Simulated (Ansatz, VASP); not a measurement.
P in VASP and in Ansatz

```
CELL_PARAMETERS angstrom
3.29049 0.00000 0.00000
0.00000 34.85860 0.00000
0.00000 0.00000 4.63613
ATOMIC_POSITIONS crystal
P 0.00000 0.97013 0.59148
P 0.00000 0.02987 0.40852
P 0.50000 0.02987 0.09148
P 0.50000 0.97013 0.90852
```

Alike in both runs: functional r2SCAN; k mesh 8 × 1 × 6; occupations gaussian, width 0.02 eV; no spin polarisation.

Ansatz relaxed the structure, and its values are those at the end. VASP's run is a single point on that final structure, the one shown.

```csv
,VASP,Ansatz
version,VASP 6.6.1,Ansatz 0.2.0
potentials or method,"VASP PAW PBE potentials, release 64 (P)","scalar-relativistic, plane waves, PAW"
plane-wave cutoff (eV),520,500
valence electrons in the cell,20,20
```

```csv
,VASP,Ansatz,Ansatz less VASP
gap on the k mesh at the Fermi level (eV),1.12,1.10,-0.028
least direct gap on the mesh (eV),1.12,1.10,-0.028
rms of the force components (eV/Å),0.057,0.000,-0.0571
```

With one functional, cell and mesh, what is left measures potentials, basis and numerics.

Caveats: the PAW data sets were made with another functional, which shifts forces and pressure a little (VASP). r2SCAN opens gaps a little over a GGA but as a rule still falls short of measured ones.
